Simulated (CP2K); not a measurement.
BAs: equation of state with PBE

**The experiment to reproduce.**

“Basic Physical Properties of Cubic Boron Arsenide”, 2019, arxiv:1911.11281 quotes, for a bulk crystal of BAs: bulk modulus 148 GPa.

Crystal: BAs.

```xyz
2
Lattice="3.3778 0.0000 0.0000 1.6889 2.9253 0.0000 1.6889 0.9751 2.7580" Properties=species:S:1:pos:R:3 pbc="T T T"
As    5.0668    2.9253    2.0685
B     0.0000    0.0000    0.0000
```

- Program: CP2K 2026.2
- Task: equation of state
- Functional: PBE
- Potentials or basis: POTENTIAL_UZH As GTH-PBE-q5, B GTH-PBE-q3; TZVP-MOLOPT-PBE-GTH basis
- Density cutoff: 6123 eV
- k mesh: 10 × 10 × 10
- Occupations: fermi-dirac, width 0.05 eV
- Spin: no spin polarisation
- SCF solver: diagonalisation with k points
- Quickstep method: GPW
- EPS_DEFAULT: 1.0E-10
- EPS_SCF: 1.0E-6
- MAX_SCF: 100
- SCF_GUESS: ATOMIC
- k points reduced by the point group: yes
- Mesh centred on Gamma: yes
- CHOLESKY: OFF
- EPS_EIGVAL: 1.0E-7
- MIXING METHOD: BROYDEN_MIXING
- MIXING ALPHA: 0.4
- NBUFFER: 8
- NGRIDS: 4
- Basis sets: As TZVP-MOLOPT-PBE-GTH-q5, B TZVP-MOLOPT-PBE-GTH-q3
- Potentials: As GTH-PBE-q5 of POTENTIAL_UZH, B GTH-PBE-q3 of POTENTIAL_UZH
- ADDED_MOS: [10]
- REL_CUTOFF (Ry): 60 Ry
- MIXING BETA (1/bohr): 1.5 1/bohr
- CUTOFF of the grids: 450 Ry

| Item | Value |
| --- | --- |
| Equilibrium volume | 14.00 Å³/atom |
| Bulk modulus | 128 GPa |
| Pressure derivative of the bulk modulus | 4.0 |

Energy against volume, from the lowest point:
| volume (Å³/atom) | energy (meV/atom) |
| --- | --- |
| 12.809 | 46.47 |
| 13.081 | 26.51 |
| 13.354 | 12.48 |
| 13.626 | 3.81 |
| 13.899 | 0.00 |
| 14.171 | 0.59 |
| 14.444 | 5.17 |

All runs of the series together: 2.4 min on 1 thread of Arm Neoverse V2 (shared host).

A measured bulk modulus of BAs is 148 GPa (quoted in “Basic Physical Properties of Cubic Boron Arsenide”, 2019, arxiv:1911.11281); the calculated 128 GPa misses it by -13.4 %. The fit is for a static lattice scaled at fixed shape and fixed fractional positions.

Caveat: the basis of atomic orbitals isn't converged, which shifts pressures, moduli and gaps. PBE usually gives volumes a little too large and moduli too small.
